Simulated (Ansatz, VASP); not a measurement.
**Cross-check of B3P3F4 (armchair BP ribbon N=3 F edges) between VASP and Ansatz**

Aim: how closely do two programs agree when they are given the same cell, functional and k mesh? The structure shown is the start of the Ansatz relaxation below; VASP solves that cell, so the two are compared at the walk's first step.

Calculated with Ansatz 0.2.0; plane waves, with VASP 6.6.1 beside it; single point at PBE.

## 1. Starting point

The cell holds 10 atoms: 3 B, 3 P and 4 F. Its edges and angles: a = 13.062 Å, b = 7.000 Å, c = 5.580 Å, α = 90.0°, β = 90.0°, γ = 90.0°. Vacuum lies along a and b. The structure's axis is c.

## 2. Ansatz: relaxation, PBE

Ansatz runs on its default PAW (the set named soft_2) files.

The two programs are compared at the cell with which this relaxation starts, whose forces are those of its first step.

input.yaml reads:

```yaml
crystal:
  lattice:
    - [13.062, 0.0, 0.0]
    - [0.0, 7.0, 0.0]
    - [0.0, 0.0, 5.58]
  atoms:
    - { symbol: B, position: [0.376686699, 0.5, 0.0] }
    - { symbol: B, position: [0.623326915, 0.5, 0.0] }
    - { symbol: P, position: [0.376686699, 0.5, 0.333333333] }
    - { symbol: P, position: [0.623326915, 0.5, 0.333333333] }
    - { symbol: F, position: [0.26795284, 0.5, 0.480286738] }
    - { symbol: F, position: [0.732060774, 0.5, 0.480286738] }
    - { symbol: B, position: [0.500006807, 0.5, 0.5] }
    - { symbol: P, position: [0.500006807, 0.5, 0.833333333] }
    - { symbol: F, position: [0.283202101, 0.5, 0.873655914] }
    - { symbol: F, position: [0.716811513, 0.5, 0.873655914] }
kpoints:
  mp_grid: { grid: [1, 1, 15] }
scf:
  occupations: { method: fermi_dirac, width: 0.05 }
hamiltonian:
  xc: pbe
relax:
  cell: { fix: [a, b, alpha, beta, gamma] }
  max_steps: 60
```

Run with:

```sh
> ansatz run input.yaml --threads 8 --pin off --max-ram 16384MiB --backend cpu --events-out ev --progress --plain --runs-dir out
```

Numbers of over 12 decimals in the logs are rounded to 6 here.

The log of the run:

```text
Engine: ansatz 0.2.0, x86_64-unknown-linux-gnu
Pseudopotentials: kind: paw
Pseudopotential: B, paw, valence charge 3, recommended cutoff 420 eV (normal), B.paw.azcp
Pseudopotential: P, paw, valence charge 5, recommended cutoff 420 eV (normal), P.paw.azcp
Pseudopotential: F, paw, valence charge 7, recommended cutoff 420 eV (normal), F.paw.azcp
Functional definition: PBE
  parameter kappa = 0.804
  parameter beta = 0.066725
  exchange = pbe_x(kappa = kappa, mu = beta*pi^2/3)
  correlation = pbe_c(beta = beta)
Crystal: 10 atoms, lattice volume = 510.202 Å³
Basis set: ecut = 420 eV, 9963 PW (Γ), exchange–correlation on 180×96×80 points (8 copies of the dense FFT grid, shifted against one another)
Bands: 36, of which v1, the nominal top of the filled ones, is band 26 counted from 1 (25 counted from 0)
Symmetry: 4 space group operations
Space group: Pmm2 (ITA 25), of the structure as read, at distance tolerance 8.0e-5 Å
k-points: 8 of 15 (time reversal used)
Non-local potential: B, projectors of the file, l = 0: 2, l = 1: 2, l = 2: 1
Non-local potential: P, projectors of the file, l = 0: 2, l = 1: 2, l = 2: 2
Non-local potential: F, projectors of the file, l = 0: 2, l = 1: 2, l = 2: 1
PAW form: soft (Blöchl's): semilocal exchange-correlation on the pseudo side does not see the compensation charge
PAW one-centre angular grid: B, 110 points (default); XC on 64 Gauss nodes
PAW one-centre angular grid: P, 110 points (default); XC on 64 Gauss nodes
PAW one-centre angular grid: F, 110 points (default); XC on 64 Gauss nodes
Initial density: superposition of atomic densities (neutral atoms: chi_scale 0, normalization atom), corrected by the library's trained network
Initial wavefunctions: pseudopotential atomic-orbital guess
Functional: x = pbe(κ = 0.804, μ = 0.219515), c = pbe(β = 0.066725)
SCF iter   1: F=—  HF=-5967.138146 eV  |F-HF|=—  |Δ(HF+E_count)|=         —  Δρ=4.30e-3  dr2=7.67e-2  ethr=1.77e-3  ⟨swp⟩=8.2  Hψ=1573  notcnv=0  defer=3
preconditioner: auto → Resta (q_TF=auto, 1.865 Å⁻¹)  ε∞=2.2  [insulator: Δε(μ)=1.316 eV  Ē_g=10.082 eV  σ=0.050 eV  W_gap=1.00  n_scr=60 (ndim 8)  ℏωp=10.9 eV  f_vac=0.654  D(μ)=0.00/eV (n_scr^D=0)  ε∞_Penn≈2.2  vacuum switching on, ρ_ref=7.4e-3 e/Å³]
SCF iter   2: F=—  HF=-5967.126614 eV  |F-HF|=—  |Δ(HF+E_count)|=   1.15e-2  Δρ=2.02e-3  dr2=1.32e-2  ethr=1.48e-4  ⟨swp⟩=3.0  Hψ=577  notcnv=0  defer=22
SCF iter   3: F=—  HF=-5967.126575 eV  |F-HF|=—  |Δ(HF+E_count)|=   3.90e-5  Δρ=9.38e-4  dr2=3.49e-3  ethr=2.54e-5  ⟨swp⟩=2.0  Hψ=487  notcnv=0  defer=22
SCF iter   4: F=—  HF=-5967.127134 eV  |F-HF|=—  |Δ(HF+E_count)|=   5.60e-4  Δρ=2.86e-4  dr2=4.04e-4  ethr=6.71e-6  ⟨swp⟩=2.0  Hψ=469  notcnv=0  defer=22
SCF iter   5: F=—  HF=-5967.127126 eV  |F-HF|=—  |Δ(HF+E_count)|=   7.95e-6  Δρ=6.81e-5  dr2=1.71e-5  ethr=7.77e-7  ⟨swp⟩=2.1  Hψ=459  notcnv=0  defer=22
SCF iter   6: F=—  HF=-5967.126826 eV  |F-HF|=—  |Δ(HF+E_count)|=   3.00e-4  Δρ=3.04e-5  dr2=4.15e-6  ethr=3.28e-8  ⟨swp⟩=2.6  Hψ=512  notcnv=0  defer=22
SCF iter   7: F=—  HF=-5967.126828 eV  |F-HF|=—  |Δ(HF+E_count)|=   1.76e-6  Δρ=8.44e-6  dr2=2.51e-7  ethr=7.98e-9  ⟨swp⟩=2.2  Hψ=455  notcnv=0  defer=22
SCF iter   8: F=-5967.126828 eV  HF=-5967.126828 eV  |F-HF|=1.15e-8  |Δ(HF+E_count)|=   1.42e-7  Δρ=3.74e-6  dr2=5.17e-8  ethr=1.92e-10  ⟨swp⟩=6.0  Hψ=1072  notcnv=0
SCF 1 converged in 8 iterations: F = -5967.126828 eV  dr2 = 5.17e-8
  greatest PAW one-centre occupation: 0.935 electrons in one spin orbital (limit 2), on the F atom at site 5 (counted from 0), in its partial waves of l = 0
relax step   1: F+E_penalty+E_count = -5967.12682782 eV  Δ(F+E_penalty+E_count) = +0.000e0 eV  max|allowed force component| = 2.511e0 eV/Å  Δτ_max = 0.0000 Å  P = -0.815 GPa  Ω = 510.202 Å³  fix = [a, b, alpha, beta, gamma]  reactions: a -3.436, b +0.185 GPa  (8 SCF iters, dr2 threshold 1.00e-7 eV, accepted)
[...]
relax step   7: F+E_penalty+E_count = -5967.98380193 eV  Δ(F+E_penalty+E_count) = -1.777e-2 eV  max|allowed force component| = 2.774e-3 eV/Å  Δτ_max = 0.0000 Å  P = +0.107 GPa  Ω = 526.997 Å³  fix = [a, b, alpha, beta, gamma]  reactions: a +0.008, b +0.188 GPa  stress off target by 1.26e-1 GPa on what of the cell is left free  SCF on the basis re-selected at this cell (its energy is not comparable with the rows above)  (7 SCF iters)
[...]
relax step   8: F+E_penalty+E_count = -5967.98344466 eV  Δ(F+E_penalty+E_count) = +3.573e-4 eV  max|allowed force component| = 1.159e-2 eV/Å  Δτ_max = 0.0029 Å  P = +0.069 GPa  Ω = 528.088 Å³  energy of the carried Pulay correction = -7.734e-4 eV  fix = [a, b, alpha, beta, gamma]  reactions: a +0.016, b +0.188 GPa  (6 SCF iters, dr2 threshold 3.96e-8 eV, accepted)
[...]
relax step   9: F+E_penalty+E_count = -5967.98343896 eV  Δ(F+E_penalty+E_count) = +5.704e-6 eV  max|allowed force component| = 2.317e-3 eV/Å  Δτ_max = 0.0011 Å  P = +0.064 GPa  Ω = 528.113 Å³  energy of the carried Pulay correction = -7.915e-4 eV  fix = [a, b, alpha, beta, gamma]  reactions: a +0.003, b +0.188 GPa  (5 SCF iters, dr2 threshold 8.39e-9 eV, accepted)
[...]
relax step  10: F+E_penalty+E_count = -5967.98415240 eV  Δ(F+E_penalty+E_count) = -7.134e-4 eV  max|allowed force component| = 2.381e-3 eV/Å  Δτ_max = 0.0000 Å  P = +0.065 GPa  Ω = 528.113 Å³  fix = [a, b, alpha, beta, gamma]  reactions: a +0.003, b +0.188 GPa  stress off target by 4.15e-3 GPa on what of the cell is left free  SCF on the basis re-selected at this cell (its energy is not comparable with the rows above)  (5 SCF iters)
basis re-selected at this cell: Δ(F+E_penalty+E_count) = -7.134e-4 eV, ΔP = +0.001 GPa vs the last step (what re-selecting the basis moved, of the pressure what is left beyond the Pulay correction that the steps carried, after the strain that the cell walked since its last selection, with what the two solves' SCF thresholds leave and, on support functions, any second-order correction that the steps lacked; it is no m [...]
SCF converged after 5 iterations
Free energy (F): -5967.984152 eV
Harris-Foulkes:  -5967.984152 eV  (|F-HF|=3.01e-9)
Internal energy: -5967.984152 eV  (E = F + TS)
E sigma→0 (E₀):  -5967.984152 eV
Entropy (-TS):   -0.000000 eV (-0.000 meV/atom)
Fermi energy:    -2.339883 eV
--- Per-component energies (eV) ---
  E_band       = -632.743893
  E_kinetic    = 1180.408329
  E_local      = -8068.266260  (includes V_loc(G=0)·N_el)
  E_nonlocal   = 428.981488
  E_hartree    = 3409.568141
  E_xc         = -594.727402
  E_vxc        = -698.252066  (∫ρ·V_xc dr)
  E_paw        = -2745.826735  (= ΣΔE_a)
  E_vpaw       = -294.760199  (= ΣTr[D̂ρ^β])
  E_aug_tail   = 0.008242  (compensation charges beyond the density's cutoff)
  E_ewald      = 421.870045
  E_smearing   = -0.000000  (= −TS)
  E_closure    = -0.000000  (closes the sum)
  Σ components = -5967.984152   (vs F -5967.984152, Δ=0.00e0)
--- Forces (eV/Å), atoms counted from 1 ---
  atom   1  B     -0.00111246     0.00000000     0.00064326
  atom   2  B      0.00111246     0.00000000     0.00064326
  atom   3  P      0.00238095     0.00000000     0.00085125
  atom   4  P     -0.00238095     0.00000000     0.00085125
  atom   5  F     -0.00026305     0.00000000     0.00020366
  atom   6  F      0.00026305     0.00000000     0.00020366
  atom   7  B      0.00000000     0.00000000    -0.00089464
  atom   8  P      0.00000000     0.00000000    -0.00025602
  atom   9  F     -0.00036180     0.00000000    -0.00113988
  atom  10  F      0.00036180     0.00000000    -0.00113988
  max |Σ_I F_I| component: 3.41e-5 eV/Å
--- Stress (GPa, compression-positive) ---
        0.003047       0.000000       0.000000
        0.000000       0.187716       0.000000
        0.000000       0.000000       0.004149
  P = ⅓ Tr σ = 0.0650 GPa (0.650 kbar)
--- Relaxed structure (8 steps of the walk, 8 accepted, 2 SCFs on fresh bases) ---
  F+E_penalty+E_count = -5967.98415240 eV   max|allowed force component| = 2.381e-3 eV/Å   (the final SCF, on the basis selected at the relaxed cell)
  cell:  # Å, volume = 528.1130 Å³
    - [13.062, 0.0, 0.0]
    - [0.0, 7.0, 0.0]
    - [0.0, 0.0, 5.775893]
  atoms:
    - { symbol: B, position: [0.376585, 0.5, 0.00429022] }
    - { symbol: B, position: [0.623429, 0.5, 0.00429022] }
    - { symbol: P, position: [0.386228, 0.5, 0.323536] }
    - { symbol: P, position: [0.613786, 0.5, 0.323536] }
    - { symbol: F, position: [0.277169, 0.5, 0.446472] }
    - { symbol: F, position: [0.722845, 0.5, 0.446472] }
    - { symbol: B, position: [0.500006807, 0.5, 0.509849] }
    - { symbol: P, position: [0.500006807, 0.5, 0.836911] }
    - { symbol: F, position: [0.283718, 0.5, 0.906264] }
    - { symbol: F, position: [0.716296, 0.5, 0.906264] }
```

## 3. VASP: single point, PBE, start cell

The same cell, functional, mesh and smearing now go to VASP, with its own data sets.

Lines of VASP's logs that name or quote its potential files are left out, and so is its time.

INCAR reads:

```
SYSTEM = B3P3F4
PREC = Accurate
ENCUT = 520
EDIFF = 1E-06
NELM = 120
ISMEAR = -1
SIGMA = 0.05
LREAL = .FALSE.
ALGO = Normal
GGA = PE
NBANDS = 36
LORBIT = 11
LWAVE = .FALSE.
LCHARG = .FALSE.
ISIF = 2
LASPH = .TRUE.
GGA_COMPAT = .FALSE.
EFERMI = MIDGAP
KPAR = 2
```

POSCAR reads:

```
B3P3F4
1.0
   13.0620000000      0.0000000000      0.0000000000
    0.0000000000      7.0000000000      0.0000000000
    0.0000000000      0.0000000000      5.5800000000
B P F
3 3 4
Direct
    0.3766867249      0.5000000000      0.0000000000
    0.6233269025      0.5000000000      0.0000000000
    0.5000068137      0.5000000000      0.5000000000
    0.3766867249      0.5000000000      0.3333333333
    0.6233269025      0.5000000000      0.3333333333
    0.5000068137      0.5000000000      0.8333333333
    0.2679528403      0.5000000000      0.4802867384
    0.7320607870      0.5000000000      0.4802867384
    0.2832021130      0.5000000000      0.8736559140
    0.7168115143      0.5000000000      0.8736559140
```

KPOINTS reads:

```
Automatic mesh
0
Gamma
1 1 15
0 0 0
```

The projector-augmented-wave data sets are B, P and F (PBE family, release 64).

Run with:

```sh
> mpirun -np 2 vasp_std
```

The log of the run:

```text
[banner, memory and clock lines left out]
running    2 mpi-ranks, on    1 nodes
 distrk:  each k-point on    1 cores,    2 groups
 distr:  one band on    1 cores,    1 groups

 POSCAR found type information on POSCAR B P F
 POSCAR found :  3 types and      10 ions
 LDA part: xc-table for (Slater+PW92), standard interpolation
 POSCAR, INCAR and KPOINTS ok, starting setup
 FFT: planning ... GRIDC
 FFT: planning ... GRID_SOFT
 FFT: planning ... GRID
 WAVECAR not read
 entering main loop
       N       E                     dE             d eps       ncg     rms          rms(c)
DAV:   1     0.480040807435E+03    0.48004E+03   -0.19747E+04   600   0.109E+03
DAV:   2     0.210924846297E+02   -0.45895E+03   -0.44166E+03   860   0.256E+02
DAV:   3    -0.550088205468E+02   -0.76101E+02   -0.75485E+02   692   0.120E+02
DAV:   4    -0.567781677280E+02   -0.17693E+01   -0.17618E+01   708   0.203E+01
DAV:   5    -0.568189905424E+02   -0.40823E-01   -0.40696E-01   800   0.277E+00    0.156E+01
DAV:   6    -0.537165383344E+02    0.31025E+01   -0.10390E+01   644   0.174E+01    0.886E+00
DAV:   7    -0.534554958111E+02    0.26104E+00   -0.99855E-01   740   0.566E+00    0.321E+00
DAV:   8    -0.533913759520E+02    0.64120E-01   -0.22522E-01   732   0.238E+00    0.117E+00
DAV:   9    -0.533859500199E+02    0.54259E-02   -0.27493E-02   816   0.857E-01    0.391E-01
DAV:  10    -0.533872891858E+02   -0.13392E-02   -0.53812E-03   628   0.538E-01    0.154E-01
DAV:  11    -0.533880313752E+02   -0.74219E-03   -0.79705E-04   640   0.231E-01    0.668E-02
DAV:  12    -0.533887163267E+02   -0.68495E-03   -0.71218E-04   644   0.168E-01    0.562E-02
DAV:  13    -0.533894096162E+02   -0.69329E-03   -0.48315E-04   628   0.196E-01    0.389E-02
DAV:  14    -0.533899148142E+02   -0.50520E-03   -0.13856E-04   648   0.725E-02    0.254E-02
DAV:  15    -0.533902629622E+02   -0.34815E-03   -0.13778E-04   632   0.858E-02    0.147E-02
DAV:  16    -0.533903412041E+02   -0.78242E-04   -0.13446E-05   732   0.267E-02    0.711E-03
DAV:  17    -0.533903794364E+02   -0.38232E-04   -0.69243E-06   612   0.156E-02    0.251E-03
DAV:  18    -0.533904169885E+02   -0.37552E-04   -0.68473E-06   644   0.104E-02    0.215E-03
DAV:  19    -0.533904322404E+02   -0.15252E-04   -0.16583E-06   568   0.451E-03    0.160E-03
DAV:  20    -0.533904382413E+02   -0.60009E-05   -0.10976E-06   500   0.607E-03    0.655E-04
DAV:  21    -0.533904404742E+02   -0.22329E-05   -0.26513E-07   488   0.265E-03    0.972E-04
DAV:  22    -0.533904425187E+02   -0.20445E-05   -0.15364E-07   488   0.248E-03    0.286E-04
DAV:  23    -0.533904429808E+02   -0.46211E-06   -0.98729E-08   508   0.186E-03
   1 F= -.53390443E+02 E0= -.53390442E+02  d E =-.241954E-05
```

(Continued in part 2 of 2.)

[Lines on the potential files, build, host, timing and source positions are cut from VASP's logs without a mark.]

[Logs are printed without paths, hosts, clocks, repeated set-up lines and the standing remarks that a program may print on its own settings, such as how far it seeks lower states.]

[Hosts, paths, dates, database ids (printed as entryN), source tags and the programs' standing remarks are cut or masked in the printed files.]
